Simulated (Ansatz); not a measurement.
input.yaml (Ansatz)

```yaml
crystal:
  lattice:
    - [0.0, 1.8827759888, 1.8827759888]
    - [1.8827759888, 0.0, 1.8827759888]
    - [1.8827759888, 1.8827759888, 0.0]
  atoms:
    - { symbol: V, position: [0.0, 0.0, 0.0], spin: 1.0 }
hamiltonian:
  xc: pbe
  pseudopotentials:
    kind: paw
    azcp:
      V: "pseudopotentials/V.paw.azcp"
basis:
  ecutwfc: 420
  fft_grid_basis: typed
kpoints:
  mp_grid: { grid: [23, 23, 23], shift: [0, 0, 0] }
magnetization:
  spin_polarized: true
scf:
  occupations: { method: fermi_dirac, width: 0.05 }
output:
  stress: true
  write_density: true
  write_potential: true
  elf: true
  volumetric_format: npy
```

Output

```
Engine: ansatz 0.2.0, aarch64-unknown-linux-gnu
Pseudopotentials: kind: paw
Pseudopotential: V, paw, valence charge 13, recommended cutoff 420 eV (normal) 
Functional definition: PBE
  parameter kappa = 0.804
  parameter beta = 0.06672455060314922
  exchange = pbe_x(kappa = kappa, mu = beta*pi^2/3)
  correlation = pbe_c(beta = beta)
Crystal: 1 atoms, lattice volume = 13.348 Å³
Basis set: ecut = 420 eV, 259 PW (Γ)
Bands: 11, of which v1, the nominal top of the filled ones, is band 7 counted from 1 (6 counted from 0)
Symmetry: 48 space group operations
Space group: Fm-3m (ITA 225), of the structure as read, at distance tolerance 2.4e-5 Å
Magnetic group: BNS 225.116 (UNI 1618), of the structure as read, at distance tolerance 2.4e-5 Å
k-points: 364 of 12167
Non-local potential: V, projectors of the file, l = 0: 3, l = 1: 2, l = 2: 3, l = 3: 1
PAW form: soft (Blöchl's): semilocal exchange-correlation on the pseudo side does not see the compensation charge
PAW one-centre angular grid: V, 590 points (default); XC on 64 Gauss nodes
Initial density: superposition of atomic densities (chi_scale 0.1, normalization cell)
Starting moments: Σ|m| = 1 μB on 1 of 1 site
Initial wavefunctions: pseudopotential atomic-orbital guess
Functional: x = pbe(κ = 0.804, μ = 0.2195149727645171), c = pbe(β = 0.06672455060314922)
SCF iter   1: F=—  HF=-2912.939026 eV  |F-HF|=—  |Δ(HF+E_count)|=         —  Δρ=1.17e-1 (↑1.17e-1 ↓3.60e-2)  dr2=1.51e0  dr2_m=5.26e-1  M=0.154 μB ∫|m|=0.155 μB  β_m=0.30  ethr=3.10e-3  ⟨swp⟩=4.0  Hψ=38217  notcnv=0
Mixer restart at iter 1: flushing history
SCF iter   2: F=—  HF=-2911.965658 eV  |F-HF|=—  |Δ(HF+E_count)|=   9.73e-1  Δρ=5.49e-2 (↑5.49e-2 ↓3.99e-2)  dr2=9.63e-2  dr2_m=2.50e-1  M=0.159 μB ∫|m|=0.160 μB  β_m=0.39  ethr=3.10e-3  ⟨swp⟩=2.9  Hψ=21717  notcnv=0  defer=23
SCF iter   3: F=—  HF=-2912.009653 eV  |F-HF|=—  |Δ(HF+E_count)|=   4.40e-2  Δρ=2.94e-2 (↑2.04e-2 ↓2.94e-2)  dr2=1.24e-2  dr2_m=7.09e-2  M=0.123 μB ∫|m|=0.123 μB  β_m=0.69  ethr=7.41e-4  ⟨swp⟩=2.3  Hψ=12371  notcnv=0  defer=23
SCF iter   4: F=—  HF=-2912.160986 eV  |F-HF|=—  |Δ(HF+E_count)|=   1.51e-1  Δρ=3.48e-3 (↑3.31e-3 ↓3.48e-3)  dr2=5.08e-4  dr2_m=1.19e-3  M=0.029 μB ∫|m|=0.030 μB  β_m=0.84  ethr=9.56e-5  ⟨swp⟩=2.1  Hψ=15909  notcnv=0  defer=22
SCF iter   5: F=—  HF=-2912.161700 eV  |F-HF|=—  |Δ(HF+E_count)|=   7.14e-4  Δρ=2.47e-4 (↑2.06e-4 ↓2.47e-4)  dr2=5.90e-6  dr2_m=3.15e-6  M=0.004 μB ∫|m|=0.004 μB  β_m=0.91  ethr=3.90e-6  ⟨swp⟩=2.2  Hψ=11676  notcnv=0  defer=22
SCF iter   6: F=—  HF=-2912.161823 eV  |F-HF|=—  |Δ(HF+E_count)|=   1.23e-4  Δρ=3.34e-4 (↑3.34e-4 ↓1.77e-4)  dr2=2.28e-5  dr2_m=2.57e-6  M=0.002 μB ∫|m|=0.002 μB  β_m=0.91  ethr=4.54e-8  ⟨swp⟩=2.4  Hψ=13052  notcnv=0  defer=22
SCF iter   7: F=—  HF=-2912.161830 eV  |F-HF|=—  |Δ(HF+E_count)|=   6.33e-6  Δρ=6.91e-5 (↑6.91e-5 ↓4.63e-5)  dr2=1.50e-7  dr2_m=3.86e-7  M=0.001 μB ∫|m|=0.001 μB  β_m=0.96  ethr=4.54e-8  ⟨swp⟩=2.0  Hψ=12820  notcnv=0  defer=22
SCF iter   8: F=—  HF=-2912.161830 eV  |F-HF|=—  |Δ(HF+E_count)|=   3.14e-7  Δρ=9.24e-6 (↑8.60e-6 ↓9.24e-6)  dr2=3.87e-8  dr2_m=2.76e-11  M=0.000 μB ∫|m|=0.000 μB  β_m=0.98  ethr=1.16e-9  ⟨swp⟩=2.3  Hψ=10611  notcnv=0  defer=22
SCF iter   9: F=—  HF=-2912.161830 eV  |F-HF|=—  |Δ(HF+E_count)|=   1.92e-8  Δρ=9.60e-7 (↑9.60e-7 ↓3.94e-7)  dr2=2.03e-10  dr2_m=1.49e-11  M=0.000 μB ∫|m|=0.000 μB  β_m=0.99  ethr=2.97e-10  ⟨swp⟩=3.0  Hψ=12848  notcnv=0  defer=22
SCF iter  10: F=-2912.161830 eV  HF=-2912.161830 eV  |F-HF|=1.41e-11  |Δ(HF+E_count)|=  1.34e-10  Δρ=2.20e-7 (↑2.20e-7 ↓1.64e-7)  dr2=1.78e-11  dr2_m=1.35e-13  M=-0.000 μB ∫|m|=0.000 μB  ethr=1.56e-12  ⟨swp⟩=3.1  Hψ=30708  notcnv=0
SCF 1 converged in 10 iterations: F = -2912.161830 eV  dr2 = 1.78e-11
the search or the solves at the SCF's close seem to have found levels that the self-consistency loop had missed (the run counts 2). By its estimate they hold under 1e-12 electrons; where the run keeps them, the occupations were computed again with them
WARN: the starting moments were not kept: the SCF closed with an absolute magnetisation of 1.9e-7 μB, where they sum to 1 μB in size (1 site). That is at most 0.1 of that sum. Measured as dr2_m measures the in/out step, that magnetisation stands 1.1e-14 eV from none, at or under the dr2_threshold of 1.0e-7 eV: it is no larger than a step whose dr2_m would equal this threshold. The system may hold no moment; this SCF shows only that its start led to no more than that. To try another start: raise the starting moments (crystal.atoms[].spin, magnetization.per_species, magnetization.initial_magnetization, or on a non-collinear deck that types none of these the spinor_matrix: blocks that start its atoms; where the total moment is fixed, keep their sum and leave initial_magnetization as it is; typed ones take the place of any that the run laid by itself, positive ones on a crystal's lanthanoids without a Hubbard term where scf.initial_density.shell_occupations: [] is typed) or, if the notice of its spin-set hold's release reads "site moments contracting" or "site moments show no strong build", lengthen the hold (scf.mixing.spin_hold: { on: { confirm: 4 } }; for m-r²SCAN on two components see the key's manual first). Each may lead to a state that holds a moment. A second SCF, from the converged charge density, with the starting moments and any scf.initial_density.shell_occupations laid on it anew, would have followed, and was not run: the deck does not ask for one (magnetization.retry_lost_moments is false, the default). To let it run, set magnetization.retry_lost_moments: true and run the deck again, where that key's refused combinations let it; where memory then withholds it, that run's warning says so.
SCF converged after 10 iterations
Magnetization: -0.0000 μB (6.5000 up, 6.5000 down)
Absolute magnetization: 0.0000 μB (∫|ρ↑−ρ↓|, with the PAW one-centre terms)
Spin contamination: 0.0000 ħ² per cell (⟨S²⟩ above its minimum at these occupations)
Per-site moments (μB) at R_I (Å): [(9.595917856678497e-9, 1.0983420270369422)]
Free energy (F): -2912.161830 eV
Harris-Foulkes:  -2912.161830 eV  (|F-HF|=1.41e-11)
Internal energy: -2912.148313 eV  (E = F + TS)
E sigma→0 (E₀):  -2912.155071 eV
Entropy (-TS):   -0.013517 eV (-13.517 meV/atom)
Fermi energy:    17.032909 eV
--- Per-component energies (eV) ---
  E_band       = -141.898308
  E_kinetic    = 336.756975
  E_local      = -887.137610  (includes V_loc(G=0)·N_el)
  E_nonlocal   = -45.622308
  E_hartree    = 408.631259
  E_xc         = -130.636872
  E_vxc        = -165.630634  (∫ρ·V_xc dr)
  E_paw        = -1112.624716  (= ΣΔE_a)
  E_vpaw       = -197.527666  (= ΣTr[D̂ρ^β])
  E_aug_tail   = 0.000248  (compensation charges beyond the density's cutoff)
  E_ewald      = -1481.515288
  E_smearing   = -0.013517  (= −TS)
  E_closure    = 0.000000  (closes the sum)
  Σ components = -2912.161830   (vs F -2912.161830, Δ=0.00e0)
--- Stress (GPa, compression-positive) ---
        7.732853       0.000000       0.000000
        0.000000       7.732853       0.000000
        0.000000       0.000000       7.732853
  P = ⅓ Tr σ = 7.7329 GPa (77.329 kbar)
--- Band table (eV; the first three rows and the last of 728) ---
  k-point 0 ↑: bands = ["-46.9818", "-20.2730", "-20.2730", "-20.2730", "10.0938", "17.1939", "17.1939", "17.1939", "19.0386", "19.0386", "34.9483"]
  k-point 1 ↑: bands = ["-46.9784", "-20.2909", "-20.2752", "-20.2752", "10.1669", "17.1533", "17.2204", "17.2204", "19.0222", "19.0222", "34.9996"]
  k-point 2 ↑: bands = ["-46.9681", "-20.3430", "-20.2816", "-20.2816", "10.3827", "17.0389", "17.2935", "17.2935", "18.9804", "18.9804", "35.1110"]
  k-point 363 ↓: bands = ["-46.7282", "-20.8861", "-20.8553", "-20.6062", "14.6141", "15.8258", "16.1293", "18.7219", "20.5704", "26.5402", "26.7968"]
```
